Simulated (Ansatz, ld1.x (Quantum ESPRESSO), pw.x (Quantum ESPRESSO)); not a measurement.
## B (Z = 5) (diamond): variants of one TM potential in the solid

ld1.x (Quantum ESPRESSO) 7.5 input, shortened:

```
&input
   title='B', zed=5., rel=1, dft='PBE', iswitch=3,
   config='[He] 2s1.5 2p0 3d-2'
 /
 &inputp
   pseudotype=2, tm=.true., lloc=-2, rcloc=1.85,
   nlcc=.false.
 /
3
2S  1  0   1.50   0.00  1.50  1.50  0.0
2P  2  1   0.00   0.00  1.85  1.85  0.0
3D  3  2  -2.00   0.45  1.65  1.65  0.0
 &test
   configts(1)='2s1.5 2p0'
 /
```

Crystal test: diamond B in pw.x 7.5, no spin, 11³ k-points, Fermi–Dirac smearing 0.01 Ry, cutoffs set for each file from its atomic test. The reference is all-electron LAPW (Ansatz 0.2.0) with the same functional, mesh and smearing; V0 and B0 come from Birch–Murnaghan fits to the pressures at five volumes. Errors are pseudo minus all-electron; Δ is the rms difference of the E(V) curves that follow from these fits, minima aligned, over ±6 % about the mean V0. Mesh and smearing are coarse, so the numbers serve the comparison and aren't converged zero-temperature values; the lattice is a test structure that the element need not adopt.

All-electron: a0 = 4.053 Å (V0 = 8.32 Å³/atom), B0 = 175.9 GPa.

Base: The largest radius (1.85 bohr) exceeds half the bond length (1.66 bohr), so the spheres overlap, which is one possible source of error among others. This is a poor potential for the solid.

1 further variants are left out: they gave no file fit for a test, a broken result, the same result as the base, or pressures whose basis-set error rivals the error shown.

```tsv
change	cutoffs (Ry)	pw.x	a0 (Å)	a0 error (%)	B0 error (%)	Δ (meV/atom)	mean pressure error (GPa)
base	60/240	converged	4.027	-0.63	+0.5	6.0	-3.26
all radii scaled by about 1.04 (s 1.56, p 1.92, d 1.70 bohr); local potential all-electron potential smoothed inside 1.92 bohr (lloc = -2)	60/240	converged	4.030	-0.56	+0.1	5.4	-2.91
local potential all-electron potential smoothed inside 0.98 bohr (lloc = -2)	60/240	converged	4.008	-1.11	+2.5	10.6	-5.72
reference 2s2 2p0	60/240	converged	4.031	-0.52	+0.3	5.0	-2.74
```

Give the row for: local potential the p channel.

pw.x: converged; mean pressure error (GPa): -4.93; a0 (Å): 4.014; a0 error (%): -0.96; B0 error (%): +1.0; Δ (meV/atom): 9.2.
